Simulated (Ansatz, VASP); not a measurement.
**PtS2: VASP beside Ansatz**

File INCAR:

```
PREC = Accurate ; ENCUT = 520
EDIFF = 1E-6 ; ISMEAR = -1
SIGMA = 0.05 ; LREAL = False
LASPH = True ; NELM = 100
ALGO = Normal ; ISIF = 2
LWAVE = False ; LCHARG = False
GGA = PE ; NBANDS = 18
```

Contents of KPOINTS:

```
Automatic mesh
0
Gamma
  8 8 5
```

POSCAR

```
PtS2
1.0
    3.4014720000      0.0000000000      0.0000000000
   -1.7007360000      2.9457611623      0.0000000000
    0.0000000000      0.0000000000      5.0388000000
Pt S
1 2
Direct
    0.0000000000      0.0000000000      0.0000000000
    0.6666666667      0.3333333333      0.7730000000
    0.3333333333      0.6666666667      0.2270000000
```

input.yaml

```yaml
crystal:
  lattice:
    - [3.401472, 0.0, 0.0]
    - [-1.700736, 2.9457611623, 0.0]
    - [0.0, 0.0, 5.0388]
  atoms:
    - { symbol: Pt, position: [0.0, 0.0, 0.0] }
    - { symbol: S, position: [0.6666666667, 0.3333333333, 0.773] }
    - { symbol: S, position: [0.3333333333, 0.6666666667, 0.227] }
hamiltonian:
  xc: pbe
  pseudopotentials: { kind: paw }
kpoints:
  mp_grid: { grid: [8, 8, 5] }
scf:
  occupations: { method: fermi_dirac, width: 0.05 }
output:
  forces: true
  stress: true
  eigenvalues: true
  write_density: true
  write_potential: true
  elf: true
  volumetric_format: npy
```

Alike in both runs: task single point; functional PBE; k mesh 8 × 8 × 5; occupations fermi-dirac, width 0.05 eV; no spin polarisation.

```csv
,VASP,Ansatz
version,VASP 6.6.1,Ansatz 0.2.0
potentials or method,"VASP PAW PBE potentials, release 64 (Pt, S)",Ansatz PAW
plane-wave cutoff (eV),520,420
valence electrons in the cell,22,30
```

Ansatz gave:

| Property | Result |
| --- | --- |
| gap on the k mesh at the Fermi level (eV) | 1.15 |
| least direct gap on the mesh (eV) | 1.24 |
| rms of the force components (eV/Å) | 1.305 |

**Question.** Which values does VASP return?

**Answer.** gap on the k mesh at the Fermi level (eV): 1.16; least direct gap on the mesh (eV): 1.26; rms of the force components (eV/Å): 1.279.

Atom by atom the forces differ by 0.027 eV/Å (rms over components). The two sets of potentials don't hold the same shells in valence.

Caveats: spin-orbit coupling is left out, which moves the levels of the heavy elements; forces of over 1 eV/Å show positions far from the minimum, so gaps and moduli don't describe the material at rest; an odd mesh through Γ misses points on the zone boundary, where band edges often lie (VASP); odd divisions of the mesh miss points on the zone boundary, where band edges often lie, so the gap on the mesh can be too wide (Ansatz). PBE gaps usually lie below the measured ones, often by a third to a half.
